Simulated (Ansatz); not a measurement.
The system is Cu.

```
CELL_PARAMETERS angstrom
-1.44279 1.44279 1.37608
1.44279 -1.44279 1.37608
1.44279 1.44279 -1.37608
ATOMIC_POSITIONS crystal
Cu 0.00000 0.00000 0.00000
```

This isn't the form of Cu at room conditions, which is fcc.

| Item | Value |
| --- | --- |
| Program | Ansatz 0.2.0 |
| Task | relaxation of cell and atoms |
| Functional | BLYP |
| Potentials or basis | Ansatz PAW |
| Cutoff | 420 eV (not typed: the program's choice for these potentials) |
| k mesh | 13 × 13 × 13 |
| Occupations | fermi-dirac, width 0.05 eV |
| Spin | no spin polarisation |

At the start: volume 11.46 Å³/atom.

Problem. How do energy, volume and symmetry change on relaxing?

Solution. It ends after 13 steps and the volume is 12.79 Å³/atom (+11.7 %); space group I4/mmm (No. 139, to 0.05 Å).

Step by step:
| step | energy change (eV) | largest force (eV/Å) | volume (Å³) |
| --- | --- | --- | --- |
| 1 | 0.0000 | 0.0000 | 11.46 |
| 2 | -0.0417 | 0.0000 | 12.03 |
| 3 | -0.0583 | 0.0000 | 12.63 |
| 4 | -0.0590 | 0.0000 | 12.76 |
| 5 | -0.0593 | 0.0000 | 12.76 |
| 6 | -0.0594 | 0.0000 | 12.76 |
| 7 | -0.0596 | 0.0000 | 12.76 |
| 8 | -0.0604 | 0.0000 | 12.75 |
| 9 | -0.0604 | 0.0000 | 12.76 |
| 10 | -0.0621 | 0.0000 | 12.76 |
| 11 | -0.0622 | 0.0000 | 12.79 |
| 12 | -0.0622 | 0.0000 | 12.79 |
| 13 | -0.0622 | 0.0000 | 12.79 |

Final structure:
```
CELL_PARAMETERS angstrom
-1.54696 1.54696 1.33649
1.54696 -1.54696 1.33649
1.54696 1.54696 -1.33649
ATOMIC_POSITIONS crystal
Cu 0.00000 0.00000 0.00000
```

Caveat: the plane-wave basis is chosen anew once the cell has moved, so the energies of steps on either side of that aren't comparable; the PAW data sets come from PBE, with cores solved anew for the run's functional, which leaves a small shift of forces and pressure.
